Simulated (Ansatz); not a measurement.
Set up this calculation in Ansatz 0.2.0, as the native input.

```yaml
Task: single point
Functional: B3LYP
Potentials_or_basis: Ansatz PAW
Cutoff: "420 eV (not typed: the program's choice for these potentials)"
k_mesh: 5 × 5 × 5
Occupations: fermi-dirac, width 0.05 eV
Spin: no spin polarisation
```

AlPt:

```
CELL_PARAMETERS angstrom
3.09155 0.00000 0.00000
0.00000 3.09155 0.00000
0.00000 0.00000 3.09155
ATOMIC_POSITIONS crystal
Pt 0.50000 0.50000 0.50000
Al 0.00000 0.00000 0.00000
```

Measurements of this composition are mostly on another form, of space group No. 198.

One way to write it, as run:

input

```
crystal:
  lattice:
    - [3.091546, 0.0, 0.0]
    - [0.0, 3.091546, 0.0]
    - [0.0, 0.0, 3.091546]
  atoms:
    - { symbol: Pt, position: [0.5, 0.5, 0.5] }
    - { symbol: Al, position: [0.0, 0.0, 0.0] }
hamiltonian:
  xc: b3lyp
  pseudopotentials: { kind: paw }
kpoints:
  mp_grid: { grid: [5, 5, 5] }
scf:
  occupations: { method: fermi_dirac, width: 0.05 }
output:
  forces: true
  stress: true
  eigenvalues: true
  write_density: true
  write_potential: true
  elf: true
  volumetric_format: npy
```

It gave:

```yaml
Pressure: 2.5 GPa
Band_gap_on_the_k_mesh: none (metal or under the smearing width)
```

Caveat: the k mesh is coarse (spacing up to 0.41 Å⁻¹), so the values aren't converged, least of all with exact exchange; the PAW data sets come from PBE, with cores solved anew for the run's functional, which leaves a small shift of forces and pressure; the thresholds are loose for stress.

Run time: 10 s on 1 × NVIDIA H100 80GB HBM3 with 2 threads of AMD EPYC 7R13 Processor (Zen 3), with other jobs on the host, peak memory 1.7 GiB.
